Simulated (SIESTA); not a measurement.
BaH2 under changes of volume

One of the cells (17.401 Å³/atom); the others are scaled copies at fixed shape and fractional positions:

```
Ba H
1.0
     4.46203    0.00000    0.00000
    -2.23101    3.86423    0.00000
     0.00000    0.00000    6.05529
Ba H
2 4
Direct
  0.33333 0.66667 0.25000
  0.66667 0.33333 0.75000
  0.00000 0.00000 0.00000
  0.00000 0.00000 0.50000
  0.66667 0.33333 0.25000
  0.33333 0.66667 0.75000
```

The cell comes from a database or a generator and needn't be the stable form of this composition.

```yaml
Program: SIESTA 5.4.2
Functional: LDA
Potentials_or_basis: PseudoDojo 0.4 standard (LDA files)
Basis: DZP (energy shift 0.003 Ry; two zetas on semicore shells; d shell added on Ba)
Grid_cutoff: 500 Ry
Energy_shift: 0.003 Ry
k_mesh: 5 × 5 × 4
Occupations: fermi-dirac, width 0.05 eV
Spin: no spin polarisation
```

```tsv
volume (Å³/atom)	energy over the lowest point (meV/atom)	pressure (GPa)
16.357	0.00	-0.5
16.705	1.86	-1.2
17.053	5.28	-1.9
17.401	?	?
17.749	16.21	-3.1
18.097	23.47	-3.6
18.445	31.78	-4.1
```

Problem. What does the run at 17.401 Å³/atom give?

Solution. Energy over the lowest point 10.11 meV/atom; pressure -2.5 GPa.

Worked out: A Birch-Murnaghan fit of order 3 (a polynomial in V^(-2/3)) to the other rows has its minimum at 16.15 Å³/atom, just outside them, with B0 = V·E''(V) = 39 GPa and B' = 3.6 at fixed shape and positions, which overstates the stiffness. It gives 10.11 meV/atom at 17.401 Å³/atom, against the run's 10.11, and -dE/dV = -2.5 GPa, against -2.5.

Energies are extrapolated to zero smearing.

Caveats: this set's barium file shifts pressures by up to 1 GPa against other sets; the basis of atomic orbitals isn't converged, which shifts pressures, moduli and gaps.
